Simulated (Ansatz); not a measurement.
**Axial (c/a) deformation path in MgO**

Method: DFT PBE, scalar-relativistic, plane waves, PAW (Ansatz 0.2.0). Settings: plane waves to 420 eV, k-mesh 12×12×10 (Γ-centred), Gaussian smearing 0.05 eV. No spin polarisation. Energies are free energies at this smearing, counted from the undisturbed cell; pressure is positive in compression.

Reference structure (relaxed at this level; this form isn't the usual structure):

```
CELL_PARAMETERS angstrom
2.93772 0.00000 0.00000
-1.46886 2.54414 0.00000
0.00000 0.00000 2.67979
ATOMIC_POSITIONS crystal
Mg 0.00000 0.00000 0.00000
O 0.33333 0.66667 0.50000
```

At fixed volume and fractional coordinates, lengths along (0.000, 0.000, 1.000) are scaled against those across it; ρ is that ratio over its starting value.

```tsv
ρ	ΔE (meV/atom)	pressure (GPa)	gap on the mesh (eV)
0.800	570.2	11.1	0.25
0.850	298.3	6.7	1.27
0.920	77.4	2.6	2.33
0.960	18.4	1.1	2.75
1.000	0.0	0.0	3.02
1.050	26.1	-0.9	2.79
1.100	99.3	-1.2	2.30
1.200	360.8	-0.5	1.01
1.300	740.0	2.0	0.00
```

Where the gap reads zero the k-mesh, chosen for the insulator, is on the coarse side.

Cost: 9 runs of about 0.2 core-minutes in all, on Intel Xeon 6975P-C (Granite Rapids) (shared hosts).